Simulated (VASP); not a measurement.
Ge: pressure against volume per atom

Results calculated with VASP 6.6.1, not measured. Plane-wave PAW density functional theory at fixed cell and atoms, no spin polarisation; stress and pressure are positive in compression.

Cell of the first row (space group Fd-3m, No. 227):
```
cell vectors (Å)
   0.0000     2.7234     2.7234
   2.7234     0.0000     2.7234
   2.7234     2.7234     0.0000
atoms (fractions of the cell vectors)
Ge  0.00000  0.00000  0.00000
Ge  0.25000  0.25000  0.25000
```

Settings of every row: functional r2SCAN; spin orbit no; screening parameter 0 Å⁻¹; occupations Gaussian; smearing width 0.01 eV; wave cutoff 520 eV; datasets recommended PBE set; valence electrons 28; k mesh a 8; k mesh b 8; k mesh c 8.

```csv
row,volume per atom (Å³),pressure (GPa)
1,20.199,11.82
2,20.837,?
3,21.488,5.1
4,21.819,3.69
5,22.153,2.37
```

Question: what pressure should row 2 give?

Worked fit of pressure. Take u = (V_r/V)^(2/3) − 1 with V_r = 21.654 Å³ an atom, which is twice the finite (Eulerian) strain; such expansions in the strain, on which the Birch-Murnaghan equation of state is built, carry the rest volume and the bulk modulus. The shown rows have u = 0.04746, 0.00514, -0.00505, -0.01507. Least squares give pressure = 4.378 + 138.87 × u + 377.8 × u² GPa; a straight line predicts inner rows, each left out in turn, worse (root mean square 0.19 against 0.007 GPa). All shown rows lie on it to the printed digit. The withheld row has u = 0.02597, so the fit gives 4.378 + 138.87 × (0.02597) + 377.8 × (0.02597)² = 8.24 GPa.

The calculation gave 8.23 GPa. The fit lies 0.01 GPa (0.11 % of the column's range) above it, one unit of the last digit.
